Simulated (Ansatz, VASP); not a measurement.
One calculation of SiO2, two programs

File INCAR:

```
PREC = Accurate ; ENCUT = 520
EDIFF = 1E-7 ; ISMEAR = -1
SIGMA = 0.05 ; LREAL = False
LASPH = True ; NELM = 60
ALGO = Normal ; ISIF = 2
LWAVE = False ; LCHARG = False
GGA = PE ; NBANDS = 25
```

KPOINTS

```
Automatic mesh
0
Gamma
  8 8 8
```

The input POSCAR:

```
SiO2
1.0
   -2.4606638512      2.4606638512      3.6311357966
    2.4606638512     -2.4606638512      3.6311357966
    2.4606638512      2.4606638512     -3.6311357966
Si O
2 4
Direct
    0.7500000000      0.2500000000      0.5000000000
    0.0000000000      0.0000000000      0.0000000000
    0.8750000000      0.0282138700      0.6532138700
    0.7782138700      0.1250000000      0.1532138700
    0.9717861300      0.6250000000      0.8467861300
    0.3750000000      0.2217861300      0.3467861300
```

input.yaml

```yaml
crystal:
  lattice:
    - [-2.4606638512, 2.4606638512, 3.6311357966]
    - [2.4606638512, -2.4606638512, 3.6311357966]
    - [2.4606638512, 2.4606638512, -3.6311357966]
  atoms:
    - { symbol: Si, position: [0.75, 0.25, 0.5] }
    - { symbol: Si, position: [0.0, 0.0, 0.0] }
    - { symbol: O, position: [0.875, 0.02821387, 0.65321387] }
    - { symbol: O, position: [0.77821387, 0.125, 0.15321387] }
    - { symbol: O, position: [0.97178613, 0.625, 0.84678613] }
    - { symbol: O, position: [0.375, 0.22178613, 0.34678613] }
hamiltonian:
  xc: pbe
  pseudopotentials: { kind: paw }
kpoints:
  mp_grid: { grid: [8, 8, 8] }
scf:
  occupations: { method: fermi_dirac, width: 0.05 }
output:
  forces: true
  stress: true
  eigenvalues: true
```

Change from the starting cell: volume scaled by 0.98.

Alike in both runs: task single point; functional PBE; k mesh 8 × 8 × 8; occupations fermi-dirac, width 0.05 eV; no spin polarisation.

|  | VASP | Ansatz |
| --- | --- | --- |
| version | VASP 6.6.1 | Ansatz 0.2.0 |
| potentials or method | VASP PAW PBE potentials, release 64 (Si, O) | Ansatz PAW |
| plane-wave cutoff (eV) | 520 | 420 |
| valence electrons in the cell | 32 | 32 |

Ansatz gave:

| Property | Result |
| --- | --- |
| gap on the k mesh at the Fermi level (eV) | 6.03 |
| least direct gap on the mesh (eV) | 6.03 |
| pressure (GPa) | 8.0 |
| largest component of the traceless stress (GPa) | 0.12 |
| rms of the force components (eV/Å) | 0.237 |

Question: Estimate VASP's values.

Answer: gap on the k mesh at the Fermi level (eV): 6.04; least direct gap on the mesh (eV): 6.04; pressure (GPa): 8.2; largest component of the traceless stress (GPa): 0.09; rms of the force components (eV/Å): 0.236.

Atom by atom the forces differ by 0.001 eV/Å (rms over components).

Caveats: the pressure holds a Pulay correction of +0.5 GPa for the finite cutoff (Ansatz). A k mesh can miss the band edges.
